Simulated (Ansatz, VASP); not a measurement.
Fe: VASP beside Ansatz

The input INCAR:

```
PREC = Accurate
ENCUT = 520
EDIFF = 1E-7
ISMEAR = 0
SIGMA = 0.05
LREAL = F
LASPH = T
NELM = 60
ALGO = Fast
ISIF = 2
LWAVE = F
LCHARG = F
GGA = PE
NBANDS = 10
```

File KPOINTS:

```
Automatic mesh
0
Gamma
  22 22 22
```

The input POSCAR:

```
Fe
1.0
   -1.4155932729      1.4155932729      1.4155932729
    1.4155932729     -1.4155932729      1.4155932729
    1.4155932729      1.4155932729     -1.4155932729
Fe
1
Direct
    0.0000000000      0.0000000000      0.0000000000
```

Input for Ansatz:

```yaml
crystal:
  lattice:
    - [-1.4155932729, 1.4155932729, 1.4155932729]
    - [1.4155932729, -1.4155932729, 1.4155932729]
    - [1.4155932729, 1.4155932729, -1.4155932729]
  atoms:
    - { symbol: Fe, position: [0.0, 0.0, 0.0] }
basis:
  ecutwfc: 420
  ecutrho_ratio: 4
kpoints:
  mp_grid: { grid: [22, 22, 22] }
hamiltonian:
  xc: pbe
scf:
  occupations: { method: gaussian, width: 0.05 }
output:
  forces: true
  stress: true
  eigenvalues: true
```

Alike in both runs: task single point; functional PBE; k mesh 22 × 22 × 22; occupations gaussian, width 0.05 eV; no spin polarisation.

|  | VASP | Ansatz |
| --- | --- | --- |
| version | VASP 6.6.1 | Ansatz 0.2.0 |
| potentials or method | VASP PAW PBE potentials, release 64 (Fe) | scalar-relativistic, plane waves, PAW |
| plane-wave cutoff (eV) | 520 | 420 |
| valence electrons in the cell | 8 | 16 |

VASP gave:

- gap on the k mesh at the Fermi level (eV): none
- pressure (GPa): -18.0

Question: What did Ansatz give for the same quantities?

Answer: gap on the k mesh at the Fermi level (eV): none; pressure (GPa): -17.7.

A gap of «none» marks a metal or a gap that the smearing closes. The two sets of potentials don't hold the same shells in valence.

Caveats: so large a pressure means that the cell lies far from this level's equilibrium, or that cutoff or potentials fall short (VASP); the run has no spin polarisation, though such a crystal can be magnetic. Spin polarisation is off, so any magnetic state and its effect on volume and gap are missing.
